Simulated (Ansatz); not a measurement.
Write the native input for Ansatz 0.2.0 that does the following.

```
Task                                : band structure
Functional                          : PBE
Potentials or basis                 : Ansatz PAW
Cutoff                              : 420 eV (not typed: the program's choice for these potentials)
k mesh                              : 8 × 8 × 8
Occupations                         : fermi-dirac, width 0.05 eV
Spin                                : no spin polarisation
Path                                : [["G", "X", "W", "K", "G", "L", "U", "W", "L", "K"], ["U", "X"]]
Points for each segment of the path : 14
```

Al2Pt:

```
Pt Al
1.0
     0.00000    2.95500    2.95500
     2.95500    0.00000    2.95500
     2.95500    2.95500    0.00000
Pt Al
1 2
Cartesian
  0.0000 0.0000 0.0000
  4.4325 4.4325 4.4325
  1.4775 1.4775 1.4775
```

These files were run (other wordings do the same):

input.yaml

```yaml
crystal:
  lattice:
    - [0.0, 2.955, 2.955]
    - [2.955, 0.0, 2.955]
    - [2.955, 2.955, 0.0]
  atoms:
    - { symbol: Pt, position: [0.0, 0.0, 0.0] }
    - { symbol: Al, position: [0.75, 0.75, 0.75] }
    - { symbol: Al, position: [0.25, 0.25, 0.25] }
hamiltonian:
  xc: pbe
  pseudopotentials: { kind: paw }
kpoints:
  mp_grid: { grid: [8, 8, 8] }
  band_path:
    path:
      - [[0.0, 0.0, 0.0], [0.5, 0.0, 0.5], [0.5, 0.25, 0.75], [0.375, 0.375, 0.75], [0.0, 0.0, 0.0], [0.5, 0.5, 0.5], [0.625, 0.25, 0.625], [0.5, 0.25, 0.75], [0.5, 0.5, 0.5], [0.375, 0.375, 0.75]]
      - [[0.625, 0.25, 0.625], [0.5, 0.0, 0.5]]
    npoints: 14
scf:
  occupations: { method: fermi_dirac, width: 0.05 }
  n_extra_bands: 7
output:
  forces: true
  stress: true
  eigenvalues: true
  fatbands: true
  write_density: true
  write_potential: true
  elf: true
  volumetric_format: npy
```

Potentials or basis: Ansatz PAW.

Run with:

```sh
$ ansatz run input.yaml --threads 2 --pin off --max-ram 5632MiB --backend cpu --events-out ev --progress --plain --runs-dir out
```

It gave:

| Quantity | Value |
| --- | --- |
| Pressure | 2.5 GPa |
| Band gap on the k mesh | none (metal or under the smearing width) |

Caveat: spin-orbit coupling is left out, which moves the levels of the heavy elements.

It took 5.1 s on 2 threads of Arm Neoverse N1, on a shared host, peak memory 0.33 GiB.
